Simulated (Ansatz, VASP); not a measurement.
## Two plane-wave programs on Zn

```
CELL_PARAMETERS angstrom
0.00000 1.97145 1.97145
1.97145 0.00000 1.97145
1.97145 1.97145 0.00000
ATOMIC_POSITIONS crystal
Zn 0.00000 0.00000 0.00000
```

Alike in both runs: task single point; functional PBEsol; k mesh 16 × 16 × 16; occupations fermi-dirac, width 0.1 eV; no spin polarisation.

```csv
,VASP,Ansatz
version,VASP 6.6.1,Ansatz 0.2.0
potentials or method,"VASP PAW PBE potentials, release 64 (Zn)","plane waves (420 eV) with PAW, scalar-relativistic"
plane-wave cutoff (eV),520,420
valence electrons in the cell,12,12
```

Ansatz gave:

| Property | Result |
| --- | --- |
| pressure (GPa) | -5.7 |

Which values does VASP return?

Pressure (GPa): -5.3.

Ansatz warned: «pseudo_functional_mismatch».

Caveats: the PAW data sets were made with another functional, which shifts forces and pressure a little (VASP).
